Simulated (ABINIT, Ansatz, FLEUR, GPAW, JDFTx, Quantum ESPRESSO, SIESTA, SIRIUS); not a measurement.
CO2: 9 runs at one level of theory

```
CELL_PARAMETERS angstrom
-1.97473 1.97473 3.01406
1.97473 -1.97473 3.01406
1.97473 1.97473 -3.01406
ATOMIC_POSITIONS crystal
O 0.87500 0.95980 0.58480
O 0.37500 0.29020 0.41520
O 0.04020 0.62500 0.91520
O 0.70980 0.12500 0.08480
C 0.00000 0.00000 0.00000
C 0.75000 0.25000 0.50000
```

The cell comes from a database or a generator and needn't be the stable form of this composition.

Alike in all runs: task single point; functional PBEsol; k mesh 9 × 9 × 9; occupations fermi-dirac, width 0.05 eV; no spin polarisation; no spin-orbit coupling. Pressure is positive in compression and, in plane waves, holds the error of the finite cutoff.

```csv
program and potentials,plane-wave cutoff (eV),notes,pressure (GPa),largest force (eV/Å)
"SIRIUS, all-electron FP-LAPW, apw+lo standard",-,-,-,0.176
"JDFTx, PseudoDojo-SR-PBEsol-0.4.1-standard with smoothed tails",1143,-,-6.72,0.220
"FLEUR, all-electron, FLAPW",-,-,-,0.184
"ABINIT, PseudoDojo NC SR PBEsol v0.4.1 standard",1143,-,-6.71,0.220
"Ansatz, all-electron LAPW, scalar-relativistic",-,-,-6.30,0.192
"SIESTA, files PseudoDojo sr-pbesol-0.4.1-standard, DZP (energy shift 0.003 Ry)",-,atomic basis,-2.67,0.283
"SIRIUS, PseudoDojo 0.4.1 PBEsol standard (scalar relativistic)",1152,-,-6.70,0.221
"GPAW, PAW data sets generated for this functional",800,-,-6.15,0.155
"Quantum ESPRESSO, GBRV 1.5 PBEsol",612,-,-5.47,0.125
```

Force on atom 1 (O), eV/Å:

| program and potentials | x | y | z |
| --- | --- | --- | --- |
| SIRIUS, all-electron FP-LAPW, apw+lo standard | 0.176 | 0.000 | 0.000 |
| JDFTx, PseudoDojo-SR-PBEsol-0.4.1-standard with smoothed tails | 0.220 | 0.000 | 0.000 |
| FLEUR, all-electron, FLAPW | 0.184 | 0.000 | 0.000 |
| ABINIT, PseudoDojo NC SR PBEsol v0.4.1 standard | 0.220 | 0.000 | 0.000 |
| Ansatz, all-electron LAPW, scalar-relativistic | 0.192 | 0.000 | 0.000 |
| SIESTA, files PseudoDojo sr-pbesol-0.4.1-standard, DZP (energy shift 0.003 Ry) | -0.283 | 0.000 | 0.000 |
| SIRIUS, PseudoDojo 0.4.1 PBEsol standard (scalar relativistic) | 0.221 | 0.000 | 0.000 |
| GPAW, PAW data sets generated for this functional | 0.155 | 0.000 | 0.000 |
| Quantum ESPRESSO, GBRV 1.5 PBEsol | 0.125 | 0.000 | 0.000 |

The pressure spans -6.72 (JDFTx, PseudoDojo-SR-PBEsol-0.4.1-standard with smoothed tails) to -2.67 GPa (SIESTA, files PseudoDojo sr-pbesol-0.4.1-standard, DZP (energy shift 0.003 Ry)), with all-electron results at -6.30. The pressure on the cell as given of SIESTA, files PseudoDojo sr-pbesol-0.4.1-standard, DZP (energy shift 0.003 Ry) lies far from the others; the cause wasn't traced. Rows in atomic bases carry the error of their basis and grid, which can be large.

The functional is the same throughout but for its coding, so the spread measures potentials, basis and numerics; runs on potential files found faulty are left out.
